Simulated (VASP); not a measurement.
Level of theory: r2SCAN meta-GGA, VASP's PBE PAW potentials (set 64) (plane waves; VASP 6.6.1).

The input files of a VASP run:

### KPOINTS
```
Regular mesh
0
G
 7 7 7
```

**POSCAR**
```
CsCl
1
    4.1429686081     0.0000000000    -0.0000000000
    0.0000000000     4.1429686081     0.0000000000
   -0.0000000000     0.0000000000     4.1429686081
Cs Cl
1 1
Direct
  0.0000000000   0.0000000000   0.0000000000
  0.5000000000   0.5000000000   0.5000000000
```

**KPOINTS_OPT**
```
k-points along high-symmetry lines
10
Line-mode
Reciprocal
  0.000000   0.000000   0.000000 ! GAMMA
  0.000000   0.500000   0.000000 ! X

  0.000000   0.500000   0.000000 ! X
  0.500000   0.500000   0.000000 ! M

  0.500000   0.500000   0.000000 ! M
  0.000000   0.000000   0.000000 ! GAMMA

  0.000000   0.000000   0.000000 ! GAMMA
  0.500000   0.500000   0.500000 ! R

  0.500000   0.500000   0.500000 ! R
  0.000000   0.500000   0.000000 ! X

  0.500000   0.500000   0.500000 ! R
  0.500000   0.500000   0.000000 ! M
```

### INCAR
```
ALGO = Normal
EDIFF = 1E-7
ENCUT = 520
ISIF = 2
ISMEAR = -5
LASPH = .TRUE.
LCHARG = .FALSE.
LMAXMIX = 4
LMIXTAU = .TRUE.
LORBIT = 11
LREAL = .FALSE.
LWAVE = .FALSE.
METAGGA = R2SCAN
NEDOS = 601
NELM = 100
PREC = Accurate
SYSTEM = CsCl
```

POTCAR, in this order: Cs_sv Cl (PBE.64 set). Program: vasp_std.

What VASP printed:

### OUTCAR
```
 ion  position               nearest neighbor table
   1  0.000  0.000  0.000-
   2  0.500  0.500  0.500-
  LATTYP: Found a simple cubic cell.
 ALAT       =     4.1429686081
 Subroutine PRICEL returns:
 Original cell was already a primitive cell.
 Subroutine GETGRP returns: Found 48 space group operations
The static configuration has the point symmetry O_h .
The dynamic configuration has the point symmetry O_h .
 Subroutine INISYM returns: Found 48 space group operations
 Subroutine IBZKPT returns following result:
 Found     20 irreducible k-points:

 Following reciprocal coordinates:
            Coordinates               Weight
  0.000000  0.000000  0.000000      1.000000
  0.142857  0.000000  0.000000      6.000000
  0.285714  0.000000  0.000000      6.000000
  0.428571  0.000000  0.000000      6.000000
  0.142857  0.142857  0.000000     12.000000
  0.285714  0.142857  0.000000     24.000000
  0.428571  0.142857  0.000000     24.000000
  0.285714  0.285714  0.000000     12.000000
  0.428571  0.285714  0.000000     24.000000
  0.428571  0.428571  0.000000     12.000000
  0.142857  0.142857  0.142857      8.000000
  0.285714  0.142857  0.142857     24.000000
  0.428571  0.142857  0.142857     24.000000
  0.285714  0.285714  0.142857     24.000000
  0.428571  0.285714  0.142857     48.000000
  0.428571  0.428571  0.142857     24.000000
  0.285714  0.285714  0.285714      8.000000
  0.428571  0.285714  0.285714     24.000000
  0.428571  0.428571  0.285714     24.000000
  0.428571  0.428571  0.428571      8.000000
   k-points           NKPTS =     20   k-points in BZ     NKDIM =     20   number of bands    NBANDS=     12
   number of dos      NEDOS =    601   number of ions     NIONS =      2
   total plane-waves  NPLWV =  32768
   dimension x,y,z NGX =    32 NGY =   32 NGZ =   32
...
```

**OSZICAR**
```
       N       E                     dE             d eps       ncg     rms          rms(c)
DAV:   1     0.665838580163E+02    0.66584E+02   -0.70986E+03   480   0.117E+03
DAV:   2    -0.327446122282E+02   -0.99328E+02   -0.92629E+02   752   0.188E+02
DAV:   3    -0.395186687368E+02   -0.67741E+01   -0.67516E+01   612   0.573E+01
DAV:   4    -0.395847175270E+02   -0.66049E-01   -0.66022E-01   576   0.683E+00
DAV:   5    -0.395856333106E+02   -0.91578E-03   -0.91569E-03   612   0.801E-01    0.238E+00
DAV:   6    -0.357669178914E+02    0.38187E+01   -0.85190E-01   536   0.871E+00    0.272E+00
DAV:   7    -0.348718996329E+02    0.89502E+00   -0.58324E-01   548   0.697E+00    0.627E-01
DAV:   8    -0.358979854305E+02   -0.10261E+01   -0.45809E-01   488   0.643E+00    0.119E+00
DAV:   9    -0.354633555144E+02    0.43463E+00   -0.33981E-01   484   0.751E+00    0.606E-01
DAV:  10    -0.355050915004E+02   -0.41736E-01   -0.34239E-01   480   0.635E+00    0.165E-01
DAV:  11    -0.355182371206E+02   -0.13146E-01   -0.12026E-02   556   0.158E+00    0.171E-01
DAV:  12    -0.355177269559E+02    0.51016E-03   -0.41862E-03   512   0.934E-01    0.142E-01
DAV:  13    -0.355236419419E+02   -0.59150E-02   -0.53943E-03   516   0.100E+00    0.500E-02
DAV:  14    -0.355249611386E+02   -0.13192E-02   -0.68045E-04   544   0.426E-01    0.567E-03
DAV:  15    -0.355249576741E+02    0.34645E-05   -0.72745E-06   624   0.328E-02    0.351E-03
DAV:  16    -0.355249820446E+02   -0.24370E-04   -0.66227E-05   516   0.113E-01    0.383E-03
DAV:  17    -0.355249997697E+02   -0.17725E-04   -0.15704E-05   536   0.514E-02    0.207E-03
DAV:  18    -0.355249994978E+02    0.27190E-06   -0.12159E-06   584   0.132E-02    0.122E-03
DAV:  19    -0.355249995851E+02   -0.87227E-07   -0.12000E-07   408   0.394E-03
   1 F= -.35525000E+02 E0= -.35525000E+02  d E =0.000000E+00
       N       E                     dE             ncg
       N       E                     dE             ncg
       N       E                     dE             ncg
```

**OUTCAR**
```
------------------------ aborting loop because EDIFF is reached ----------------------------------------
  FORCE on cell =-STRESS in cart. coord.  units (eV):
  Direction    XX          YY          ZZ          XY          YZ          ZX
  --------------------------------------------------------------------------------------
  Total       -0.0062414     -0.0062414     -0.0062414     -0.0000000     -0.0000000      0.0000000
  in kB       -0.1406233     -0.1406233     -0.1406233     -0.0000000     -0.0000000      0.0000000
  external PRESSURE =      -0.1406233 kB  Pullay stress =       0.0000000 kB
  volume of cell :       71.11
      direct lattice vectors                 reciprocal lattice vectors
     4.142968608  0.000000000  0.000000000     0.241372816  0.000000000  0.000000000
     0.000000000  4.142968608  0.000000000     0.000000000  0.241372816  0.000000000
     0.000000000  0.000000000  4.142968608     0.000000000  0.000000000  0.241372816
 POSITION                                       TOTAL-FORCE (eV/Angst)
 -----------------------------------------------------------------------------------
      0.00000      0.00000      0.00000         0.000000      0.000000      0.000000
      2.07148      2.07148      2.07148         0.000000      0.000000      0.000000
 -----------------------------------------------------------------------------------
    total drift:                                0.000000      0.000000     -0.000000
  FREE ENERGIE OF THE ION-ELECTRON SYSTEM (eV)
  ---------------------------------------------------
  free  energy   TOTEN  =       -35.5249995851 eV

  energy  without entropy=      -35.5249995851  energy(sigma->0) =      -35.52499959

 total charge

# of ion       s       p       d       tot
------------------------------------------
    1        1.850   4.719   0.027   6.595
    2        1.597   3.581   0.000   5.178
--------------------------------------------------
tot          3.446   8.300   0.027  11.773
```
(Selected blocks of OUTCAR.)

The compound is CsCl in the CsCl type structure. It was relaxed first.
